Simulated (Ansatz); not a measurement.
AgCl (Chlorargyrite):

```
Ag Cl
1.0
     0.00000    2.73500    2.73500
     2.73500    0.00000    2.73500
     2.73500    2.73500    0.00000
Ag Cl
1 1
Direct
  0.00000 0.00000 0.00000
  0.50000 0.50000 0.50000
```

Base run:

```yaml
Program: Ansatz 0.2.0
Functional: PBE0
Potentials_or_basis: all-electron PAW datasets made for the crystal
Cutoff: 290 eV
Density_cutoff: 1160 eV
k_mesh: 6 × 6 × 6
Occupations: fermi-dirac, width 0.05 eV
Spin: no spin polarisation
```

Its results: band gap on the k mesh 3.10 eV, indirect (least direct gap 5.52 eV).

After a change of settings the same cell gave: band gap on the k mesh 0.73 eV, indirect (least direct gap 3.23 eV). Which change was it?
A. functional from PBE0 to PBEsol; cutoff from 290 eV to 260 eV; density cutoff from 1160 eV to 1040 eV
B. functional from PBE0 to HSE06
C. functional from PBE0 to PBE; cutoff from 290 eV to 260 eV; density cutoff from 1160 eV to 1040 eV

A.

PBE0 gives the wider gap, since exact exchange removes part of the self-interaction.

Not every run made on this cell is shown here.
